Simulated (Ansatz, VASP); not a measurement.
**As in VASP and in Ansatz**

File INCAR:

```
SYSTEM = As
  PREC = Accurate
  ENCUT = 520
  EDIFF = 1E-6
  ISMEAR = -1
  SIGMA = 0.05
  LREAL = .FALSE.
  LASPH = .TRUE.
  NELM = 60
  ALGO = Normal
  ISIF = 2
  LWAVE = .FALSE.
  LCHARG = .FALSE.
  NBANDS = 12
```

KPOINTS

```
regular mesh
0
G
  9 9 9
  0 0 0
```

Contents of POSCAR:

```
As
1.0
    1.9176846343      1.1071757398      3.5829826684
   -1.9176846343      1.1071757398      3.5829826684
    0.0000000000     -2.2143514796      3.5829826684
As
2
Direct
    0.2260000000      0.2260000000      0.2260000000
    0.7740000000      0.7740000000      0.7740000000
```

File input.yaml:

```yaml
crystal:
  lattice:
    - [1.9176846343, 1.1071757398, 3.5829826684]
    - [-1.9176846343, 1.1071757398, 3.5829826684]
    - [0.0, -2.2143514796, 3.5829826684]
  atoms:
    - { symbol: As, position: [0.226, 0.226, 0.226] }
    - { symbol: As, position: [0.774, 0.774, 0.774] }
hamiltonian:
  xc: lda
  pseudopotentials: { kind: paw }
kpoints:
  mp_grid: { grid: [9, 9, 9] }
scf:
  occupations: { method: fermi_dirac, width: 0.05 }
output:
  forces: true
  stress: true
  eigenvalues: true
```

Alike in both runs: task single point; functional LDA; k mesh 9 × 9 × 9; occupations fermi-dirac, width 0.05 eV; no spin polarisation.

|  | VASP | Ansatz |
| --- | --- | --- |
| version | VASP 6.6.1 | Ansatz 0.2.0 |
| potentials or method | VASP PAW LDA potentials, release 64 (As) | Ansatz PAW |
| plane-wave cutoff (eV) | 520 | 420 |
| valence electrons in the cell | 10 | 30 |

```tsv
	VASP	Ansatz	Ansatz less VASP
gap on the k mesh at the Fermi level (eV)	none	none	-
pressure (GPa)	-4.9	-5.2	-0.31
largest component of the traceless stress (GPa)	0.53	0.64	+0.109
rms of the force components (eV/Å)	0.024	0.057	+0.0330
```

Atom by atom the forces differ by 0.033 eV/Å (rms over components). A gap of «none» marks a metal or a gap that the smearing closes. The two sets of potentials don't hold the same shells in valence.

Caveats: the PAW data sets come from PBE, with cores solved anew for the run's functional, which leaves a small shift of forces and pressure (Ansatz).
